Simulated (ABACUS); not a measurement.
Here is an ABACUS 3.10.1 calculation.

File run_abacus.py:

```python
"""ABACUS run from a structure file: ASE reads it, the script writes STRU, KPT and INPUT."""
import re
import subprocess
import spglib
from ase import Atoms
from ase.io import read
from ase.units import Bohr

atoms = read("KCl.cif")
cell, frac, numbers = spglib.standardize_cell((atoms.cell[:], atoms.get_scaled_positions(), atoms.numbers), to_primitive=True, symprec=1e-4)
atoms = Atoms(numbers=numbers, cell=cell, scaled_positions=frac, pbc=True)  # the primitive cell
atoms = atoms[(-atoms.numbers).argsort(kind="stable")]  # ABACUS lists atoms element by element
pseudo = {'K': 'K.upf', 'Cl': 'Cl.upf'}
orbital = {'K': 'K_confined-atom_10au_3s2p1d.orb', 'Cl': 'Cl_confined-atom_7au_2s2p1d.orb'}
magmoms = None
kmesh = [6, 6, 6]
params = {
    'suffix': 'KCl',
    'calculation': 'scf',
    'basis_type': 'lcao',
    'pseudo_dir': './',
    'orbital_dir': './',
    'symmetry': 1,
    'dft_functional': 'pz',
    'ecutwfc': 100,
    'pseudo_rcut': 10,
    'nspin': 1,
    'nbands': 18,
    'ks_solver': 'genelpa',
    'smearing_method': 'fd',
    'smearing_sigma': 0.00367493,
    'scf_thr': 1e-07,
    'scf_nmax': 100,
    'mixing_type': 'broyden',
    'mixing_beta': 0.7,
    'cal_force': 1,
    'cal_stress': 1,
    'out_mul': 1,
    'out_chg': 1,
    'out_pot': 2,
    'out_elf': 1,
}

symbols = atoms.get_chemical_symbols()
elements = list(dict.fromkeys(symbols))
lines = ["ATOMIC_SPECIES"] + [f"{e} {atoms.get_masses()[symbols.index(e)]:.4f} {pseudo[e]}" for e in elements]
if orbital:
    lines += ["", "NUMERICAL_ORBITAL"] + [orbital[e] for e in elements]
lines += ["", "LATTICE_CONSTANT", f"{1 / Bohr:.10f}", "", "LATTICE_VECTORS"]
lines += [" ".join(f"{x:.10f}" for x in v) for v in atoms.cell]
lines += ["", "ATOMIC_POSITIONS", "Direct"]
for e in elements:
    lines += ["", e, "0.0", str(symbols.count(e))]
    for i, p in enumerate(atoms.get_scaled_positions(wrap=False)):
        if symbols[i] == e:
            mag = "" if magmoms is None else " mag " + " ".join(str(x) for x in (magmoms[i] if isinstance(magmoms[i], list) else [magmoms[i]]))
            lines.append(" ".join(f"{x:.10f}" for x in p) + " 1 1 1" + mag)
open("STRU", "w").write("\n".join(lines) + "\n")
open("KPT", "w").write("K_POINTS\n0\nGamma\n%d %d %d 0 0 0\n" % tuple(kmesh))
open("INPUT", "w").write("INPUT_PARAMETERS\n" + "".join(f"{k:<20s}{v}\n" for k, v in params.items()))

done = subprocess.run(['mpirun', '-np', '4', 'abacus'])
if done.returncode:
    raise SystemExit(done.returncode)
log = open("OUT.KCl/running_scf.log").read()
print("final energy (eV):", re.findall(r"FINAL_ETOT_IS (\S+)", log))
```

The input KCl.cif:

```cif
data_KCl
_cell_length_a 6.29294000
_cell_length_b 6.29294000
_cell_length_c 6.29294000
_cell_angle_alpha 90.00000000
_cell_angle_beta 90.00000000
_cell_angle_gamma 90.00000000
_space_group_name_H-M_alt 'Fm-3m'
_space_group_name_Hall '-F 4 2 3'
_space_group_IT_number 225
loop_
_space_group_symop_operation_xyz
'x,y,z'
'-x,-y,-z'
'-y,x,z'
'y,-x,-z'
'-x,-y,z'
'x,y,-z'
'y,-x,z'
'-y,x,-z'
'x,-y,-z'
'-x,y,z'
'-y,-x,-z'
'y,x,z'
'-x,y,-z'
'x,-y,z'
'y,x,-z'
'-y,-x,z'
'z,x,y'
'-z,-x,-y'
'z,-y,x'
'-z,y,-x'
'z,-x,-y'
'-z,x,y'
'z,y,-x'
'-z,-y,x'
'-z,x,-y'
'z,-x,y'
'-z,-y,-x'
'z,y,x'
'-z,-x,y'
'z,x,-y'
'-z,y,x'
'z,-y,-x'
'y,z,x'
'-y,-z,-x'
'x,z,-y'
'-x,-z,y'
'-y,z,-x'
'y,-z,x'
'-x,z,y'
'x,-z,-y'
'-y,-z,x'
'y,z,-x'
'-x,-z,-y'
'x,z,y'
'y,-z,-x'
'-y,z,x'
'x,-z,y'
'-x,z,-y'
'x,y+1/2,z+1/2'
'-x,-y+1/2,-z+1/2'
'-y,x+1/2,z+1/2'
'y,-x+1/2,-z+1/2'
'-x,-y+1/2,z+1/2'
'x,y+1/2,-z+1/2'
'y,-x+1/2,z+1/2'
'-y,x+1/2,-z+1/2'
'x,-y+1/2,-z+1/2'
'-x,y+1/2,z+1/2'
'-y,-x+1/2,-z+1/2'
'y,x+1/2,z+1/2'
'-x,y+1/2,-z+1/2'
[... 41 lines left out ...]
'y+1/2,-x,z+1/2'
'-y+1/2,x,-z+1/2'
'x+1/2,-y,-z+1/2'
'-x+1/2,y,z+1/2'
'-y+1/2,-x,-z+1/2'
'y+1/2,x,z+1/2'
'-x+1/2,y,-z+1/2'
'x+1/2,-y,z+1/2'
'y+1/2,x,-z+1/2'
'-y+1/2,-x,z+1/2'
'z+1/2,x,y+1/2'
'-z+1/2,-x,-y+1/2'
'z+1/2,-y,x+1/2'
'-z+1/2,y,-x+1/2'
'z+1/2,-x,-y+1/2'
'-z+1/2,x,y+1/2'
'z+1/2,y,-x+1/2'
'-z+1/2,-y,x+1/2'
'-z+1/2,x,-y+1/2'
'z+1/2,-x,y+1/2'
'-z+1/2,-y,-x+1/2'
'z+1/2,y,x+1/2'
'-z+1/2,-x,y+1/2'
'z+1/2,x,-y+1/2'
'-z+1/2,y,x+1/2'
'z+1/2,-y,-x+1/2'
'y+1/2,z,x+1/2'
'-y+1/2,-z,-x+1/2'
'x+1/2,z,-y+1/2'
'-x+1/2,-z,y+1/2'
'-y+1/2,z,-x+1/2'
'y+1/2,-z,x+1/2'
'-x+1/2,z,y+1/2'
'x+1/2,-z,-y+1/2'
'-y+1/2,-z,x+1/2'
'y+1/2,z,-x+1/2'
'-x+1/2,-z,-y+1/2'
'x+1/2,z,y+1/2'
'y+1/2,-z,-x+1/2'
'-y+1/2,z,x+1/2'
'x+1/2,-z,y+1/2'
'-x+1/2,z,-y+1/2'
'x+1/2,y+1/2,z'
'-x+1/2,-y+1/2,-z'
'-y+1/2,x+1/2,z'
'y+1/2,-x+1/2,-z'
'-x+1/2,-y+1/2,z'
'x+1/2,y+1/2,-z'
'y+1/2,-x+1/2,z'
'-y+1/2,x+1/2,-z'
'x+1/2,-y+1/2,-z'
'-x+1/2,y+1/2,z'
'-y+1/2,-x+1/2,-z'
'y+1/2,x+1/2,z'
'-x+1/2,y+1/2,-z'
'x+1/2,-y+1/2,z'
'y+1/2,x+1/2,-z'
'-y+1/2,-x+1/2,z'
'z+1/2,x+1/2,y'
'-z+1/2,-x+1/2,-y'
'z+1/2,-y+1/2,x'
'-z+1/2,y+1/2,-x'
'z+1/2,-x+1/2,-y'
'-z+1/2,x+1/2,y'
'z+1/2,y+1/2,-x'
'-z+1/2,-y+1/2,x'
'-z+1/2,x+1/2,-y'
'z+1/2,-x+1/2,y'
'-z+1/2,-y+1/2,-x'
'z+1/2,y+1/2,x'
'-z+1/2,-x+1/2,y'
'z+1/2,x+1/2,-y'
'-z+1/2,y+1/2,x'
'z+1/2,-y+1/2,-x'
'y+1/2,z+1/2,x'
'-y+1/2,-z+1/2,-x'
'x+1/2,z+1/2,-y'
'-x+1/2,-z+1/2,y'
'-y+1/2,z+1/2,-x'
'y+1/2,-z+1/2,x'
'-x+1/2,z+1/2,y'
'x+1/2,-z+1/2,-y'
'-y+1/2,-z+1/2,x'
'y+1/2,z+1/2,-x'
'-x+1/2,-z+1/2,-y'
'x+1/2,z+1/2,y'
'y+1/2,-z+1/2,-x'
'-y+1/2,z+1/2,x'
'x+1/2,-z+1/2,y'
'-x+1/2,z+1/2,-y'
loop_
_atom_site_label
_atom_site_type_symbol
_atom_site_symmetry_multiplicity
_atom_site_Wyckoff_symbol
_atom_site_fract_x
_atom_site_fract_y
_atom_site_fract_z
_atom_site_occupancy
K1 K 4 a 0.0000000000 0.0000000000 0.0000000000 1
Cl1 Cl 4 b 0.5000000000 0.0000000000 0.0000000000 1
```

Potentials or basis: PseudoDojo NC SR 0.4.1 LDA stringent, DZP LCAO (the cutoffs set its grid).

The run is started by

```bash
$ OMP_NUM_THREADS=1 python run_abacus.py > log
```

Predict the band gap on the k mesh.

4.88 eV, direct.

Predict the pressure.

-2.0 GPa.

What does it give for the Mulliken charges?

K +0.73; Cl -0.73 e.

Caveat: the atomic orbitals were generated for these runs and aren't a published set; the basis of atomic orbitals isn't converged, which shifts pressures, moduli and gaps.

**The experiment to reproduce.**

From a printed reference work, monograph, for a bulk crystal of KCl: band gap 8.68 eV.

A measured gap of KCl is 8.68 eV (a printed reference work, monograph); the calculated 4.88 eV misses it by -3.80 eV. The value is that of LDA in an atomic basis (PseudoDojo NC SR 0.4.1 LDA stringent, DZP LCAO (the cutoffs set its grid)), whose error adds to the functional's,, without temperature or zero-point motion. Semilocal functionals fall short of measured gaps as a rule.
